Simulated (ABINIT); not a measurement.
# ZnS (F-43m) in ABINIT: further runs

The runs below take ZnS through band structure, with PW91, WC, TB-mBJ.

All numbers are computed with ABINIT 10.8.3 (patched build); they aren't measurements. Logs are shortened: lines on timing, memory, paths and dates and some standing lists are left out, and cuts for length are marked. The log counts tension as positive stress, the text compression.

**Experimental background.**

From “Electronic, vibrational, and thermodynamic properties of ZnS (zincblende and rocksalt structure)”, 2009, arxiv:0911.5022, for a bulk crystal of ZnS at 19 K: band gap 3.85 eV (direct).

How close the calculation comes is told below.

### Step 1. The structure

Symmetry: F-43m, No. 216, cubic system. Conventional cell: a = 5.404 Å, b = 5.404 Å, c = 5.404 Å, α = 90.00°, β = 90.00°, γ = 90.00°. Around Zn (site symmetry -43m) lie 4 S at 2.34 Å. Around S (site symmetry -43m) lie 4 Zn at 2.34 Å.

### Step 2. Band structure, PW91

run.abi reads:

```
ndtset 2

pp_dirpath "./"
pseudos "Zn.GGA_PBE-JTH.xml, S.GGA_PBE-JTH.xml"

acell 3.8212050455 3.8212050455 3.8212050455 Angstrom
rprim
     0.0000000000     0.7071067812     0.7071067812
     0.7071067812     0.0000000000     0.7071067812
     0.7071067812     0.7071067812     0.0000000000
ntypat 2
znucl 30 16
natom 2
typat 1 2
xcart
     4.0530000000     4.0530000000     4.0530000000
     0.0000000000     0.0000000000     0.0000000000 Angstrom

ecut 26.0
pawecutdg 48.0
pawxcdev 0

ixc -109134

occopt 3
tsmear 0.05 eV

nstep 100

iomode 3
prtwf 0
prteig 0
prtebands 0
enunit 1
prtden1 1

kptopt1 1
ngkpt1 9 9 9
nshiftk1 1
shiftk1 0.0 0.0 0.0
nband1 13
tolvrs1 1.0e-9

iscf2 -2
getden2 1
nband2 19
nbdbuf2 4
tolwfr2 1.0e-11
kptopt2 -9
ndivsm2 6
prteig2 1
kptbounds2
     0.0000000000     0.0000000000     0.0000000000
     0.5000000000     0.0000000000     0.5000000000
     0.5000000000     0.2500000000     0.7500000000
     0.3750000000     0.3750000000     0.7500000000
     0.0000000000     0.0000000000     0.0000000000
     0.5000000000     0.5000000000     0.5000000000
     0.6250000000     0.2500000000     0.6250000000
     0.5000000000     0.2500000000     0.7500000000
     0.5000000000     0.5000000000     0.5000000000
     0.3750000000     0.3750000000     0.7500000000
```

Potentials or basis: JTH PAW PBE v2.0.

On the command line:

```console
abinit run.abi > log 2>&1
```

run.abo:

```text
.Version 10.8.3 of ABINIT
 DATASET    1 : space group F-4 3 m (#216); Bravais cF (face-center cubic)
================================================================================
 Values of the parameters that define the memory need for DATASET  1.
     intxc =       0    ionmov =       0      iscf =      17    lmnmax =      18
     lnmax =       6     mgfft =      36  mpssoang =       3    mqgrid =    3001
     natom =       2  nloc_mem =       2    nspden =       1   nspinor =       1
    nsppol =       1      nsym =      24    n1xccc =       1    ntypat =       2
    occopt =       3   xclevel =       2
       mpw =        1707          nfft =       46656          nkpt =          35
 PAW method is used; the additional fine FFT grid is defined by:
   mgfftf=        48    nfftf =    110592
================================================================================
================================================================================

 DATASET    2 : space group F-4 3 m (#216); Bravais cF (face-center cubic)
================================================================================
 Values of the parameters that define the memory need for DATASET  2.
     intxc =       0    ionmov =       0      iscf =      -2    lmnmax =      18
     lnmax =       6     mgfft =      36  mpssoang =       3    mqgrid =    3001
     natom =       2  nloc_mem =       2    nspden =       1   nspinor =       1
    nsppol =       1      nsym =      24    n1xccc =       1    ntypat =       2
    occopt =       3   xclevel =       2
       mpw =        1708          nfft =       46656          nkpt =         103
 PAW method is used; the additional fine FFT grid is defined by:
   mgfftf=        48    nfftf =    110592
================================================================================
================================================================================

--------------------------------------------------------------------------------
------------- Echo of variables that govern the present computation ------------
--------------------------------------------------------------------------------
 -outvars: echo values of preprocessed input variables --------
            acell      7.2210310069E+00  7.2210310069E+00  7.2210310069E+00 Bohr
              amu      6.53900000E+01  3.20660000E+01
             ecut      2.60000000E+01 Hartree
           enunit           1
           getden1          0
           getden2          1
             iscf1         17
             iscf2         -2
                       outvar_i_n : Printing only first  50 k-points.
              ixc     -109134
           jdtset        1    2
                       outvar_i_n : Printing only first  50 k-points.
           kptopt1          1
           kptopt2         -9
         kptrlatt        9    0    0      0    9    0      0    0    9
          kptrlen1     6.49892791E+01
          kptrlen2     3.00000000E+01
            natom           2
            nband1         13
[... 1148 lines left out ...]
 ------------------------------------------------
 Atom  Sphere_radius  Integrated_density
    1        2.30770         10.80316873
    2        1.90380          3.61091905

================================================================================

 ----iterations are completed or convergence reached----

 Mean square residual over all n,k,spin=   54.064E-13; max=  99.995E-13
 reduced coordinates (array xred) for    2 atoms
       0.749999999992      0.749999999992      0.749999999992
      -0.000000000008     -0.000000000008     -0.000000000008

 cartesian coordinates (angstrom) at end:
    1      4.05300000000000     4.05300000000000     4.05300000000000
    2     -0.00000000004306    -0.00000000004306    -0.00000000004306
 length scales=  7.221031006932  7.221031006932  7.221031006932 bohr
              =  3.821205045500  3.821205045500  3.821205045500 angstroms
 Eigenvalues (   eV  ) for nkpt= 103  k points:
 kpt#   1, nband= 19, wtk=  1.00000, kpt=  0.0000  0.0000  0.0000 (reduced coord)
  -7.90066   -1.13672   -1.13672   -1.13672   -0.64445   -0.64445    5.23589    5.23589
   5.23589    7.30446   11.61108   11.61108   11.61108   16.88546   16.88546   17.07438
  19.77474   19.77474   19.77474
 kpt#   2, nband= 19, wtk=  1.00000, kpt=  0.0294  0.0000  0.0294 (reduced coord)
  -7.89180   -1.13790   -1.13454   -1.13454   -0.64544   -0.64381    5.14334    5.21062
   5.21062    7.40539   11.56214   11.64821   11.64821   16.74398   16.89623   17.15510
  19.80787   19.80787   19.84029
 kpt#   3, nband= 19, wtk=  1.00000, kpt=  0.0588  0.0000  0.0588 (reduced coord)
  -7.86538   -1.14132   -1.12803   -1.12803   -0.64836   -0.64193    4.90709    5.13696
   5.13696    7.66536   11.42415   11.75757   11.75757   16.37801   16.92846   17.39081
  19.90704   19.90704   19.99714
 kpt#   4, nband= 19, wtk=  1.00000, kpt=  0.0882  0.0000  0.0882 (reduced coord)
  -7.82193   -1.14667   -1.11725   -1.11725   -0.65302   -0.63887    4.59482    5.02081
   5.02081    8.01236   11.21840   11.93341   11.93341   15.89860   16.98180   17.75873
  20.07151   20.07151   20.18999
 kpt#   5, nband= 19, wtk=  1.00000, kpt=  0.1176  0.0000  0.1176 (reduced coord)
[... 381 lines left out ...]
   3.74625    9.66368   11.60455   13.79869   13.91038   16.31900   17.43449   20.47690
  21.27057   22.44235   23.45173
 kpt# 101, nband= 19, wtk=  1.00000, kpt=  0.4000  0.4000  0.7000 (reduced coord)
  -6.73329   -1.03349   -0.89005   -0.72531   -0.61853   -0.32908    0.56179    2.24027
   3.62783    9.56219   11.57706   13.99470   14.31318   16.03473   17.37804   20.82042
  21.89258   22.48829   23.40208
 kpt# 102, nband= 19, wtk=  1.00000, kpt=  0.3875  0.3875  0.7250 (reduced coord)
  -6.70379   -1.04125   -0.87134   -0.73469   -0.61500   -0.30744    0.60315    2.12784
   3.52263    9.45106   11.41744   14.31554   14.67958   15.84373   17.41297   20.94177
  22.36600   22.41610   23.46830
 kpt# 103, nband= 19, wtk=  1.00000, kpt=  0.3750  0.3750  0.7500 (reduced coord)
  -6.68623   -1.05049   -0.85758   -0.74716   -0.60967   -0.29822    0.61454    2.13101
   3.43579    9.35288   11.17786   14.57845   14.96872   15.85344   17.56861   20.81169
  22.07988   22.68460   23.68321

== END DATASET(S) ==============================================================
================================================================================

 -outvars: echo values of variables after computation  --------
            acell      7.2210310069E+00  7.2210310069E+00  7.2210310069E+00 Bohr
           etotal1    -7.4795149468E+01
            fcart1    -0.0000000000E+00 -0.0000000000E+00 -0.0000000000E+00
                      -0.0000000000E+00 -0.0000000000E+00 -0.0000000000E+00
            rprim      0.0000000000E+00  7.0710678120E-01  7.0710678120E-01
                       7.0710678120E-01  0.0000000000E+00  7.0710678120E-01
                       7.0710678120E-01  7.0710678120E-01  0.0000000000E+00
           strten1    -4.4420359309E-05 -4.4420359309E-05 -4.4420359309E-05
                       0.0000000000E+00  0.0000000000E+00  0.0000000000E+00
           xangst      4.0530000000E+00  4.0530000000E+00  4.0530000000E+00
                      -4.3056003985E-11 -4.3055778998E-11 -4.3055778998E-11
             xred      7.4999999999E-01  7.4999999999E-01  7.4999999999E-01
                      -7.9673490028E-12 -7.9674322695E-12 -7.9674322695E-12
 Calculation completed.
```

Run time: 1.8 min. Hardware: 1 thread of Intel Xeon 6975P-C (Granite Rapids), shared host; peak memory 0.15 GiB.

Results:

```
Free energy                                           : -2035.2797 eV
Pressure                                              : 1.3 GPa
Band gap on the k mesh                                : 2.07 eV, direct
Band gap along the path                               : 2.07 eV, direct
Valence electrons inside the program's atomic spheres : Zn 10.80; S 3.61
```

Levels at the corners of the path, in eV from the valence-band top:
| point | band 5 | band 6 | band 7 | band 8 | band 9 | band 10 | band 11 | band 12 | band 13 | band 14 |
| --- | --- | --- | --- | --- | --- | --- | --- | --- | --- | --- |
| Γ | -5.88 | -5.88 | 0.00 | 0.00 | 0.00 | 2.07 | 6.38 | 6.38 | 6.38 | 11.65 |
| X | -5.81 | -5.66 | -4.57 | -2.21 | -2.21 | 3.40 | 4.06 | 10.93 | 11.92 | 11.92 |
| W | -5.92 | -5.48 | -4.59 | -2.74 | -2.71 | 5.69 | 6.00 | 7.84 | 8.20 | 12.41 |
| K | -5.85 | -5.53 | -4.62 | -3.10 | -1.80 | 4.12 | 5.94 | 9.34 | 9.73 | 10.62 |
| Γ | -5.88 | -5.88 | 0.00 | 0.00 | 0.00 | 2.07 | 6.38 | 6.38 | 6.38 | 11.65 |
| L | -5.85 | -5.68 | -5.29 | -0.86 | -0.86 | 3.28 | 6.90 | 6.90 | 8.85 | 12.13 |
| U | -5.85 | -5.53 | -4.62 | -3.10 | -1.80 | 4.12 | 5.94 | 9.34 | 9.73 | 10.62 |
| W | -5.92 | -5.48 | -4.59 | -2.74 | -2.71 | 5.69 | 6.00 | 7.84 | 8.20 | 12.41 |
| L | -5.85 | -5.68 | -5.29 | -0.86 | -0.86 | 3.28 | 6.90 | 6.90 | 8.85 | 12.13 |
| K | -5.85 | -5.53 | -4.62 | -3.10 | -1.80 | 4.12 | 5.94 | 9.34 | 9.73 | 10.62 |

Caveat: the PAW data sets were made with another functional, which shifts forces and pressure a little.

[end of part 1 of 2]
